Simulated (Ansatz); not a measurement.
A 2-atom cell of NaF from a published structure at its r2SCAN geometry, run in Ansatz 0.2.0 at 4 levels of theory. Spin-unpolarised calculation; the starting structure is a published one, and the numbers are computed.

The LDA input:
```yaml
crystal:
  lattice:
    - [0.0, 2.2972417895, 2.2972417895]
    - [2.2972417895, 0.0, 2.2972417895]
    - [2.2972417895, 2.2972417895, 0.0]
  atoms:
    - { symbol: Na, position: [0.0, 0.0, 0.0] }
    - { symbol: F, position: [0.5, 0.5, 0.5] }
kpoints:
  mp_grid: { grid: [10, 10, 10] }
  band_path:
    path:
      - [0.0, 0.0, 0.0]
      - [0.5, 0.0, 0.5]
      - [0.625, 0.25, 0.625]
      - [0.375, 0.375, 0.75]
      - [0.5, 0.5, 0.5]
      - [0.5, 0.25, 0.75]
    npoints: 1
hamiltonian:
  xc: lda
scf:
  occupations: { method: fixed }
  n_extra_bands: 4
output:
  forces: true
  stress: true
  eigenvalues: true
  write_density: true
  write_potential: true
  elf: true
  volumetric_format: npy
```

Main results, then, where recorded, the levels near the gap in eV from the Fermi energy (columns number the bands from 0), one row a point of the path (Γ, X, U, K, L, W):
```
Crystal: 2 atoms, lattice volume = 24.247 Å³
Symmetry: 48 space group operations
Space group: Fm-3m (ITA 225)
```
```
Basis set: ecut = 420 eV, 459 PW (Γ)
k-points: 47 of 1000
SCF converged after 6 iterations
Free energy (F): -2263.077094 eV
Fermi energy:    0.769240 eV
--- Stress (GPa, compression-positive) ---
       -3.220136       0.000000       0.000000
        0.000000      -3.220136       0.000000
        0.000000       0.000000      -3.220136
  P = ⅓ Tr σ = -3.2201 GPa (-32.201 kbar)
```
```tsv
band_5	band_6	band_7	band_8	band_9	band_10
0.000	0.000	0.000	6.113	18.734	18.734
-1.369	-0.433	-0.433	12.947	12.971	13.517
-1.137	-0.896	-0.397	12.571	13.024	14.634
-1.137	-0.896	-0.397	12.571	13.024	14.634
-1.711	-0.278	-0.278	10.562	12.321	19.980
-0.939	-0.939	-0.617	12.978	12.978	15.126
```

With LDA the gap is 6.11 eV and direct, at Γ.

Problem. Another run on the same cell gave
```
Basis set: ecut = 420 eV, 459 PW (Γ)
k-points: 16 of 216
hybrid outer 1: dexx = +3.699e-2 eV, tail = 2.53e-4 eV
hybrid outer 2: dexx = +6.503e-6 eV, tail = 4.04e-7 eV, Δε = 1.15e-2 eV
hybrid outer 3: dexx = +1.595e-8 eV, tail = 1.11e-8 eV, Δε = 3.42e-4 eV, ΔF = 2.31e-29 eV/Å
hybrid SCF converged: 3 outer / 13 inner (+2 warm-up)
Free energy (F): -2298.086518 eV
Fermi energy:    -3.350126 eV
--- Stress (GPa, compression-positive) ---
       -0.807554       0.000000       0.000000
        0.000000      -0.807554       0.000000
        0.000000       0.000000      -0.807554
  P = ⅓ Tr σ = -0.8076 GPa (-8.076 kbar)
```
```tsv
band_5	band_6	band_7	band_8	band_9	band_10
0.000	0.000	0.000	12.833	25.885	25.885
-1.416	-0.471	-0.471	19.702	20.133	20.787
-1.176	-0.921	-0.432	19.490	20.119	22.002
-1.176	-0.921	-0.432	19.490	20.119	22.002
-1.718	-0.302	-0.302	17.420	19.495	27.381
-0.974	-0.974	-0.644	19.983	19.983	22.578
```
Which level of theory and mesh gave it?

Solution. It is DDH-PBE0, judged by the exchange loop and the size of the gap (a near hybrid could fit too), on 6×6×6; the blocks that differ from the first input, but for the band path:
```yaml
crystal:
  host: atoms
kpoints:
  mp_grid: { grid: [6, 6, 6] }
hamiltonian:
  xc:
    exchange: pbe
    correlation: pbe
    exx: { coeff: inverse_dielectric }
```
DDH-PBE0 gives a direct gap of 12.83 eV at Γ. The mean pressure is -0.8 GPa (compression positive), so DDH-PBE0 would shrink the cell's volume. (The program warns that its thresholds are loose for a hybrid's stress.)

Problem. Another run on the same cell gave
```
Basis set: ecut = 420 eV, 459 PW (Γ)
k-points: 16 of 216
hybrid outer 1: dexx = +4.200e-3 eV, tail = 1.29e-5 eV
hybrid outer 2: dexx = +2.800e-7 eV, tail = 6.73e-9 eV, Δε = 1.86e-3 eV
hybrid SCF converged: 2 outer / 10 inner (+2 warm-up)
Free energy (F): -2297.686186 eV
Fermi energy:    -0.894867 eV
--- Stress (GPa, compression-positive) ---
        1.437292       0.000000       0.000000
        0.000000       1.437292       0.000000
        0.000000       0.000000       1.437292
  P = ⅓ Tr σ = 1.4373 GPa (14.373 kbar)
```
```tsv
band_5	band_6	band_7	band_8	band_9	band_10
0.000	0.000	0.000	9.404	22.295	22.295
-1.374	-0.448	-0.448	16.333	16.533	17.091
-1.141	-0.897	-0.411	16.022	16.557	18.261
-1.141	-0.897	-0.411	16.022	16.557	18.261
-1.689	-0.287	-0.287	13.957	15.875	23.651
-0.944	-0.944	-0.623	16.473	16.473	18.803
```
Which level of theory and mesh gave it?

Solution. It is PBE0, judged by the exchange loop and the size of the gap (a near hybrid could fit too), on 6×6×6; the blocks that differ from the first input, but for the band path:
```yaml
kpoints:
  mp_grid: { grid: [6, 6, 6] }
hamiltonian:
  xc: pbe0
```
PBE0 gives a direct gap of 9.40 eV at Γ. At this geometry PBE0 finds +1.4 GPa, compression counted positive: its own equilibrium volume is larger. (The program warns that its thresholds are loose for a hybrid's stress.)

Problem. Another run on the same cell gave
```
Basis set: ecut = 500 eV, 609 PW (Γ)
k-points: 16 of 216
hybrid outer 1: dexx = +1.905e-3 eV, tail = 6.13e-6 eV
hybrid outer 2: dexx = +8.513e-8 eV, tail = 1.39e-8 eV, Δε = 1.51e-3 eV
hybrid SCF converged: 2 outer / 10 inner (+2 warm-up)
Free energy (F): -2300.689889 eV
Fermi energy:    -1.359201 eV
--- Stress (GPa, compression-positive) ---
       -1.041253       0.000000       0.000000
        0.000000      -1.041253       0.000000
        0.000000       0.000000      -1.041253
  P = ⅓ Tr σ = -1.0413 GPa (-10.413 kbar)
```
```tsv
band_5	band_6	band_7	band_8	band_9	band_10
0.000	0.000	0.000	9.920	22.992	22.992
-1.373	-0.447	-0.447	16.811	17.093	17.879
-1.140	-0.891	-0.410	16.541	17.106	19.074
-1.140	-0.891	-0.410	16.541	17.106	19.074
-1.674	-0.286	-0.286	14.475	16.478	24.502
-0.943	-0.943	-0.618	17.003	17.003	19.656
```
Which level of theory and mesh gave it?

Solution. It is r2SCAN0, judged by the exchange loop and the size of the gap (a near hybrid could fit too), on 6×6×6; the blocks that differ from the first input, but for the band path:
```yaml
kpoints:
  mp_grid: { grid: [6, 6, 6] }
hamiltonian:
  xc: r2scan0
```
r2SCAN0 gives a direct gap of 9.92 eV at Γ. At this geometry r2SCAN0 finds -1.0 GPa, compression counted positive: its own equilibrium volume is smaller. The stress of a hybrid is loosely converged here.

The hybrids run on coarser meshes, which limits their stresses and small splittings of levels.

Totals of different functionals can't be compared.

The meshes of the hybrids are coarse, so their gaps aren't converged to the digits shown.
